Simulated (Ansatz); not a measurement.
## Biaxial strain in CaSe (Fm-3m)

```
Ca Se
1.0
     2.96738    2.96738    0.00000
    -2.96738    2.96738    0.00000
     0.00000    2.96738    2.96738
Ca Se
1 1
Direct
  0.00000 0.00000 0.00000
  0.50000 0.50000 0.00000
```

This cell was relaxed by PAW under r²SCAN. A film on a (001) substrate is mimicked by stretching x and y by ε∥; the length along z and the atoms then relax by PAW (default files of Ansatz 0.2.0, cutoff 500 eV, stress met within about 0.05 GPa). Stress and levels come from r²SCAN, PAW on Ansatz 0.2.0's default frozen-core files (fitted under PBE), scalar-relativistic; k mesh 8×8×8, fixed occupations, cutoff 500 eV. Conduction levels are in eV over the valence top, at fixed fractional wave vectors.

| ε∥ (%) | ε⊥ (%) | σ∥ (GPa, tension positive) | X ⊥ z | X ∥ z | Γ | L (oblique) | 2nd valence level at Γ | 3rd |
| --- | --- | --- | --- | --- | --- | --- | --- | --- |
| -2.0 | 0.699 | -2.94 | 2.426 | 2.440 | 4.082 | 5.154 | 0.000 | -0.020 |
| -1.0 | 0.324 | -1.38 | 2.472 | 2.480 | 4.157 | 5.132 | 0.000 | -0.008 |
| -0.5 | 0.160 | -0.67 | 2.495 | 2.499 | 4.130 | 5.119 | 0.000 | -0.003 |
| 0.0 | 0.000 | 0.00 | 2.517 | 2.517 | 4.085 | 5.105 | 0.000 | 0.000 |
| 0.5 | -0.166 | 0.63 | 2.536 | 2.532 | 4.032 | 5.087 | -0.002 | -0.002 |
| 1.0 | ? | ? | ? | ? | ? | ? | ? | ? |
| 2.0 | -0.646 | 2.28 | 2.595 | 2.576 | 3.859 | 5.036 | -0.004 | -0.004 |

The last two columns are counted from the highest valence level at Γ.

Q: How does the film contract along z, and how stiff is it in the plane?

A: Quadratic fits through the 6 rows shown have slopes dε⊥/dε∥ = -0.334 and dσ∥/dε∥ = 130.4 GPa at zero strain. Elasticity asks −2C12/C11 = -0.342 and C11 + C12 − 2C12²/C11 = 129.2 GPa, from PAW constants C11 = 116.2, C12 = 19.9 GPa. At the level of the σ∥ column the films keep up to 0.03 GPa along z against the unstrained cell; this and the cubic term, which a quadratic fit over ±2 % leaves out, limit the agreement.

Q: Which shear deformation potential b does the valence splitting give?

A: Without spin-orbit coupling the single level moves against the pair by 3b(ε⊥ − ε∥): -0.0033 eV at ε⊥ − ε∥ = 0.00660 and 0.0023 eV at -0.00666, so b = -0.14 eV.

Q: And the uniaxial potential of the lowest valleys?

A: The valley along z moves against those in the plane by Ξu(ε⊥ − ε∥): from 0.0040 to -0.0043 eV between the two smallest strains, so Ξu = 0.63 eV.

Q: Fill the row at ε∥ = 1.0 %.

A: The fits give ε⊥ = -0.333 % and σ∥ = 1.22 GPa. Computed: ε⊥ (%) = -0.328, σ∥ (GPa, tension positive) = 1.22, X ⊥ z = 2.555, X ∥ z = 2.547, Γ = 3.976, L (oblique) = 5.070, 2nd valence level at Γ = -0.004, 3rd = -0.004. The levels have a kink at zero strain, where another valence state takes the top, so one parabola doesn't fit them.

Q: What is the slope of the gap under small compression and under small tension?

A: dE_g/dε∥ is 44 meV per % on the compressed side and 29 on the stretched side, so the gap falls under compression and rises under tension. The lowest conduction level lies at X ⊥ z under the strongest compression and at X ∥ z under the strongest tension.

Limits of these numbers: frozen-core PAW files fitted under PBE, their cores solved anew for the functional of the run; no spin-orbit coupling on heavy atoms; semilocal gaps are low, and the spacing of valleys can be off by tenths of an eV; levels are read at fixed fractional k, so an edge that moves off these points is missed; with spin-orbit coupling the valence top splits by 2|b| and not 3|b| times the shear while that is small against the spin-orbit gap, so the gap's slopes differ from these.
